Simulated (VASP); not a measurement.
**GaSe: relaxation of cell and atoms with PBE+D3(BJ)**

Crystal: GaSe.

```
Ga Se
1.0
     3.77098    0.00000    0.00000
    -1.88549    3.26576    0.00000
     0.00000    0.00000   15.97129
Ga Se
4 4
Direct
  0.33333 0.66667 0.17344
  0.66667 0.33333 0.67344
  0.33333 0.66667 0.32656
  0.66667 0.33333 0.82656
  0.33333 0.66667 0.59951
  0.66667 0.33333 0.09951
  0.33333 0.66667 0.90049
  0.66667 0.33333 0.40049
```

```yaml
Program: VASP 6.6.1
Task: relaxation of cell and atoms
Functional: PBE
Dispersion: D3(BJ)
Potentials_or_basis: VASP PAW PBE potentials, release 64 (Ga_d, Se)
Cutoff: 600 eV
k_mesh: 12 × 12 × 2
Occupations: gaussian, width 0.03 eV
Spin: no spin polarisation
Further_INCAR_settings: ALGO = Normal; EDIFF = 1e-07; IBRION = 2; EDIFFG = -0.005; NSW = 90; ISIF = 3
```

```yaml
Relaxed_volume: 24.58 Å³/atom
Relaxed_cell: a = 3.771 Å, b = 3.771 Å, c = 15.967 Å, α = 90.00°, β = 90.00°, γ = 120.00°
Space_group_after_relaxing_to_0.05_Å: P6_3/mmc (No. 194)
Energy_gained_by_relaxing: 0.0 meV/atom
Ionic_steps: 2
Pressure_after_relaxing: 0.0 GPa
Band_gap_on_the_k_mesh: 0.85 eV, direct
Dispersion_energy_per_atom: -0.290 eV
```

Final structure:
```
CELL_PARAMETERS angstrom
3.77097 0.00000 0.00000
-1.88549 3.26576 0.00000
0.00000 0.00000 15.96669
ATOMIC_POSITIONS crystal
Ga 0.33333 0.66667 0.17346
Ga 0.66667 0.33333 0.67346
Ga 0.33333 0.66667 0.32654
Ga 0.66667 0.33333 0.82654
Se 0.33333 0.66667 0.59951
Se 0.66667 0.33333 0.09951
Se 0.33333 0.66667 0.90049
Se 0.66667 0.33333 0.40049
```

Levels at points of the mesh, in eV from the valence-band top:
```tsv
k point	band 35	band 36	band 37	band 38	band 39	band 40	band 41	band 42
(0.00, 0.00, 0.00)	-1.32	-1.20	-1.20	0.00	0.85	1.86	2.12	2.24
(0.50, 0.00, 0.00)	-2.46	-2.36	-2.28	-1.85	1.01	1.25	1.79	1.82
(0.00, 0.00, 0.50)	-1.24	-1.24	-0.90	-0.90	1.51	1.51	2.17	2.17
(0.50, 0.00, 0.50)	-2.43	-2.43	-2.16	-2.16	1.35	1.35	1.57	1.57
```

It took 12 min on 2 MPI ranks on AMD EPYC 7R43 64-Core Processor (Zen 3) (shared host), peak memory 0.53 GiB a rank.

A k mesh can miss the band edges. Expect the measured gap to be larger: semilocal functionals such as PBE lack the derivative discontinuity.
